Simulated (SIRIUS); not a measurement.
# MgS (F-43m) in SIRIUS: equation of state, part 3 of 3

SIRIUS 7.12.0. The steps go on from the part before.

### 5 Equation of state, PBEsol, 23.20 Å³/atom (volume scaled by 1.02)

Contents of sirius.json:

```json
{
  "control": {
    "processing_unit": "cpu",
    "std_evp_solver_name": "lapack",
    "gen_evp_solver_name": "lapack",
    "verbosity": 2,
    "print_forces": false,
    "ortho_rf": true,
    "use_second_variation": true,
    "rmt_max": 3.0,
    "num_bands_to_print": 19,
    "save_wf": true
  },
  "parameters": {
    "electronic_structure_method": "full_potential_lapwlo",
    "xc_functionals": ["XC_GGA_X_PBE_SOL", "XC_GGA_C_PBE_SOL"],
    "core_relativity": "dirac",
    "valence_relativity": "iora",
    "num_fv_states": 19,
    "smearing": "fermi_dirac",
    "smearing_width": 0.0018374661,
    "pw_cutoff": 20,
    "gk_cutoff": 3.5,
    "lmax_apw": 10,
    "lmax_rho": 8,
    "lmax_pot": 8,
    "num_mag_dims": 0,
    "auto_rmt": 0,
    "ngridk": [8, 8, 8],
    "shiftk": [0, 0, 0],
    "num_dft_iter": 80,
    "energy_tol": 1e-07,
    "density_tol": 1e-05,
    "use_symmetry": true
  },
  "settings": {"tol_ne": 1e-10},
  "iterative_solver": {"type": "exact"},
  "mixer": {"type": "anderson", "beta": 0.5, "max_history": 8},
  "unit_cell": {
    "lattice_vectors": [[0.0, 5.3892777679, 5.3892777679], [5.3892777679, 0.0, 5.3892777679], [5.3892777679, 5.3892777679, 0.0]],
    "atom_types": ["Mg", "S"],
    "atom_files": {"Mg": "Mg.json", "S": "S.json"},
    "atoms": {"Mg": [[0.0, 0.0, 0.0]], "S": [[0.25, 0.25, 0.25]]}
  }
}
```

Contents of Mg.json:

```json
{
  "name": "magnesium",
  "symbol": "Mg",
  "number": 12,
  "mass": 24.305,
  "rmin": 1e-06,
  "rmt": 2.23,
  "nrmt": 800,
  "rinf": 17.32,
  "core": "1s",
  "valence": [
    {"basis": [{"enu": -0.15, "dme": 0, "n": 0, "auto": 0}, {"enu": -0.15, "dme": 1, "n": 0, "auto": 0}]},
    {"l": 0, "n": 1, "basis": [{"enu": -0.05, "dme": 0, "n": 0, "auto": 0}]},
    {"l": 1, "n": 2, "basis": [{"enu": -0.05, "dme": 0, "n": 0, "auto": 0}]},
    {"l": 2, "n": 3, "basis": [{"enu": -0.05, "dme": 0, "n": 0, "auto": 0}]},
    {"l": 3, "n": 4, "basis": [{"enu": -0.05, "dme": 0, "n": 0, "auto": 0}]}
  ],
  "lo": [
    {"l": 0, "basis": [{"enu": -0.05, "dme": 0, "n": 0, "auto": 0}, {"enu": -0.05, "dme": 1, "n": 0, "auto": 0}]},
    {
      "l": 0,
      "basis": [{"enu": -2.7861, "dme": 0, "n": 2, "auto": 1}, {"enu": -2.7861, "dme": 1, "n": 2, "auto": 1}]
    },
    {
      "l": 0,
      "basis": [{"enu": -2.7861, "dme": 1, "n": 2, "auto": 1}, {"enu": -0.05, "dme": 0, "n": 0, "auto": 0}]
    },
    {
      "l": 0,
      "basis": [{"enu": -0.05, "dme": 0, "n": 0, "auto": 0}, {"enu": 3.1674, "dme": 0, "n": 0, "auto": 0}]
    },
    {"l": 1, "basis": [{"enu": -0.05, "dme": 0, "n": 0, "auto": 0}, {"enu": -0.05, "dme": 1, "n": 0, "auto": 0}]},
    {
      "l": 1,
      "basis": [{"enu": -1.5916, "dme": 0, "n": 2, "auto": 1}, {"enu": -1.5916, "dme": 1, "n": 2, "auto": 1}]
    },
    {
      "l": 1,
      "basis": [{"enu": -1.5916, "dme": 1, "n": 2, "auto": 1}, {"enu": -0.05, "dme": 0, "n": 0, "auto": 0}]
    },
    {
      "l": 1,
      "basis": [{"enu": -0.05, "dme": 0, "n": 0, "auto": 0}, {"enu": 3.6501, "dme": 0, "n": 0, "auto": 0}]
    },
    {"l": 2, "basis": [{"enu": -0.05, "dme": 0, "n": 0, "auto": 0}, {"enu": -0.05, "dme": 1, "n": 0, "auto": 0}]},
    {"l": 2, "basis": [{"enu": -0.05, "dme": 1, "n": 0, "auto": 0}, {"enu": -0.05, "dme": 2, "n": 0, "auto": 0}]},
    {"l": 2, "basis": [{"enu": -0.05, "dme": 0, "n": 0, "auto": 0}, {"enu": 3.087, "dme": 0, "n": 0, "auto": 0}]},
    {"l": 3, "basis": [{"enu": -0.05, "dme": 0, "n": 0, "auto": 0}, {"enu": -0.05, "dme": 1, "n": 0, "auto": 0}]}
  ],
  "free_atom": [... radial grid and density of the free atom, the start of the SCF ...]
}
```

Contents of S.json:

```json
{
  "name": "sulphur",
  "symbol": "S",
  "number": 16,
  "mass": 32.065,
  "rmin": 1e-06,
  "rmt": 2.23,
  "nrmt": 800,
  "rinf": 13.52,
  "core": "1s",
  "valence": [
    {"basis": [{"enu": -0.15, "dme": 0, "n": 0, "auto": 0}, {"enu": -0.15, "dme": 1, "n": 0, "auto": 0}]},
    {"l": 0, "n": 1, "basis": [{"enu": -0.1866, "dme": 0, "n": 0, "auto": 0}]},
    {"l": 1, "n": 2, "basis": [{"enu": -0.05, "dme": 0, "n": 0, "auto": 0}]},
    {"l": 2, "n": 3, "basis": [{"enu": -0.05, "dme": 0, "n": 0, "auto": 0}]},
    {"l": 3, "n": 4, "basis": [{"enu": -0.05, "dme": 0, "n": 0, "auto": 0}]}
  ],
  "lo": [
    {
      "l": 0,
      "basis": [{"enu": -0.1866, "dme": 0, "n": 0, "auto": 0}, {"enu": -0.1866, "dme": 1, "n": 0, "auto": 0}]
    },
    {
      "l": 0,
      "basis": [{"enu": -0.1866, "dme": 1, "n": 0, "auto": 0}, {"enu": -0.1866, "dme": 2, "n": 0, "auto": 0}]
    },
    {
      "l": 0,
      "basis": [{"enu": -7.5263, "dme": 0, "n": 2, "auto": 1}, {"enu": -7.5263, "dme": 1, "n": 2, "auto": 1}]
    },
    {
      "l": 0,
      "basis": [{"enu": -0.1866, "dme": 0, "n": 0, "auto": 0}, {"enu": 2.2265, "dme": 0, "n": 0, "auto": 0}]
    },
    {"l": 1, "basis": [{"enu": -0.05, "dme": 0, "n": 0, "auto": 0}, {"enu": -0.05, "dme": 1, "n": 0, "auto": 0}]},
    {
      "l": 1,
      "basis": [{"enu": -5.5382, "dme": 0, "n": 2, "auto": 1}, {"enu": -5.5382, "dme": 1, "n": 2, "auto": 1}]
    },
    {
      "l": 1,
      "basis": [{"enu": -5.5382, "dme": 1, "n": 2, "auto": 1}, {"enu": -0.05, "dme": 0, "n": 0, "auto": 0}]
    },
    {
      "l": 1,
      "basis": [{"enu": -0.05, "dme": 0, "n": 0, "auto": 0}, {"enu": 3.6501, "dme": 0, "n": 0, "auto": 0}]
    },
    {"l": 2, "basis": [{"enu": -0.05, "dme": 0, "n": 0, "auto": 0}, {"enu": -0.05, "dme": 1, "n": 0, "auto": 0}]},
    {"l": 2, "basis": [{"enu": -0.05, "dme": 1, "n": 0, "auto": 0}, {"enu": -0.05, "dme": 2, "n": 0, "auto": 0}]},
    {"l": 2, "basis": [{"enu": -0.05, "dme": 0, "n": 0, "auto": 0}, {"enu": 3.087, "dme": 0, "n": 0, "auto": 0}]},
    {"l": 3, "basis": [{"enu": -0.05, "dme": 0, "n": 0, "auto": 0}, {"enu": -0.05, "dme": 1, "n": 0, "auto": 0}]}
  ],
  "free_atom": [... radial grid and density of the free atom, the start of the SCF ...]
}
```

Contents of sirius_start.json:

```json
{
  "control": {
    "processing_unit": "cpu",
    "std_evp_solver_name": "lapack",
    "gen_evp_solver_name": "lapack",
    "verbosity": 1,
    "print_forces": false,
    "ortho_rf": true,
    "use_second_variation": true,
    "rmt_max": 3.0,
    "num_bands_to_print": 19,
    "save_wf": false
  },
  "parameters": {
    "electronic_structure_method": "full_potential_lapwlo",
    "xc_functionals": ["XC_LDA_X", "XC_LDA_C_PW"],
    "core_relativity": "dirac",
    "valence_relativity": "iora",
    "num_fv_states": 19,
    "smearing": "fermi_dirac",
    "smearing_width": 0.0055123983,
    "pw_cutoff": 20,
    "gk_cutoff": 2.8,
    "lmax_apw": 10,
    "lmax_rho": 8,
    "lmax_pot": 8,
    "num_mag_dims": 0,
    "auto_rmt": 0,
    "ngridk": [3, 3, 3],
    "shiftk": [0, 0, 0],
    "num_dft_iter": 30,
    "energy_tol": 0.01,
    "density_tol": 0.05,
    "use_symmetry": true
  },
  "settings": {"tol_ne": 1e-10},
  "iterative_solver": {"type": "exact"},
  "mixer": {"type": "anderson", "beta": 0.5, "max_history": 8},
  "unit_cell": {
    "lattice_vectors": [[0.0, 5.3892777679, 5.3892777679], [5.3892777679, 0.0, 5.3892777679], [5.3892777679, 5.3892777679, 0.0]],
    "atom_types": ["Mg", "S"],
    "atom_files": {"Mg": "Mg.json", "S": "S.json"},
    "atoms": {"Mg": [[0.0, 0.0, 0.0]], "S": [[0.25, 0.25, 0.25]]}
  }
}
```

Run with:

```console
OMP_NUM_THREADS=1 sirius.scf --input=sirius_start.json --output=start.json
OMP_NUM_THREADS=1 sirius.scf --input=sirius.json --output=output.json --task=1
```

It took 41 s on 1 thread of Intel Xeon Platinum 8259CL at 2.50GHz (Skylake/Cascade Lake), shared host; peak memory 0.44 GiB.

It converged, with:

* Free energy: -16287.9784 eV
* Band gap on the k mesh: 3.19 eV, direct
* All electrons inside the program's atomic spheres: S 14.69; Mg 10.53 (radii Mg 2.23, S 2.23 bohr)

### 6 Equation of state, PBEsol, 23.65 Å³/atom (volume scaled by 1.04)

Edit sirius.json of step 5 so:

```diff
@@ -39,3 +39,3 @@
   "unit_cell": {
-    "lattice_vectors": [[0.0, 5.3892777679, 5.3892777679], [5.3892777679, 0.0, 5.3892777679], [5.3892777679, 5.3892777679, 0.0]],
+    "lattice_vectors": [[0.0, 5.4242740588, 5.4242740588], [5.4242740588, 0.0, 5.4242740588], [5.4242740588, 5.4242740588, 0.0]],
     "atom_types": ["Mg", "S"],
```

Mg.json is that of step 5.

S.json is that of step 5.

Edit sirius_start.json of step 5 so:

```diff
@@ -39,3 +39,3 @@
   "unit_cell": {
-    "lattice_vectors": [[0.0, 5.3892777679, 5.3892777679], [5.3892777679, 0.0, 5.3892777679], [5.3892777679, 5.3892777679, 0.0]],
+    "lattice_vectors": [[0.0, 5.4242740588, 5.4242740588], [5.4242740588, 0.0, 5.4242740588], [5.4242740588, 5.4242740588, 0.0]],
     "atom_types": ["Mg", "S"],
```

Potentials or basis: all-electron FP-LAPW, apw+lo standard.

Run with:

```console
OMP_NUM_THREADS=1 sirius.scf --input=sirius_start.json --output=start.json
OMP_NUM_THREADS=1 sirius.scf --input=sirius.json --output=output.json --task=1
```

Wall time 41 s (1 thread of Intel Xeon Platinum 8259CL at 2.50GHz (Skylake/Cascade Lake), shared host); peak memory 0.45 GiB.

It converged, with:

* Free energy: -16287.9669 eV
* Band gap on the k mesh: 3.10 eV, direct
* All electrons inside the program's atomic spheres: S 14.68; Mg 10.52 (radii Mg 2.23, S 2.23 bohr)

### 7 Equation of state, PBEsol, 24.10 Å³/atom (volume scaled by 1.06)

Edit sirius.json of step 6 so:

```diff
@@ -39,3 +39,3 @@
   "unit_cell": {
-    "lattice_vectors": [[0.0, 5.4242740588, 5.4242740588], [5.4242740588, 0.0, 5.4242740588], [5.4242740588, 5.4242740588, 0.0]],
+    "lattice_vectors": [[0.0, 5.4588245066, 5.4588245066], [5.4588245066, 0.0, 5.4588245066], [5.4588245066, 5.4588245066, 0.0]],
     "atom_types": ["Mg", "S"],
```

Mg.json is that of step 6.

S.json is that of step 6.

Edit sirius_start.json of step 6 so:

```diff
@@ -39,3 +39,3 @@
   "unit_cell": {
-    "lattice_vectors": [[0.0, 5.4242740588, 5.4242740588], [5.4242740588, 0.0, 5.4242740588], [5.4242740588, 5.4242740588, 0.0]],
+    "lattice_vectors": [[0.0, 5.4588245066, 5.4588245066], [5.4588245066, 0.0, 5.4588245066], [5.4588245066, 5.4588245066, 0.0]],
     "atom_types": ["Mg", "S"],
```

Run with:

```console
OMP_NUM_THREADS=1 sirius.scf --input=sirius_start.json --output=start.json
OMP_NUM_THREADS=1 sirius.scf --input=sirius.json --output=output.json --task=1
```

It took 41 s on 1 thread of Intel Xeon Platinum 8259CL at 2.50GHz (Skylake/Cascade Lake), shared host; peak memory 0.45 GiB.

It converged, with:

```
Free energy                                       : -16287.9503 eV
Band gap on the k mesh                            : 3.01 eV, direct
All electrons inside the program's atomic spheres : S 14.66; Mg 10.50 (radii Mg 2.23, S 2.23 bohr)
```

### 8 Equation of state, PBEsol

No new run: the results of the series are fitted here.

What came out:

- Equilibrium volume: 22.55 Å³/atom
- Bulk modulus: 58 GPa
- Pressure derivative of the bulk modulus: 4.1 (rough: it moves with the points fitted)

Energy against volume, from the lowest point:
```csv
volume (Å³/atom),energy (meV/atom)
21.376,11.93
21.831,4.23
22.285,0.36
22.740,0.00
23.195,2.94
23.650,8.65
24.105,16.96
```
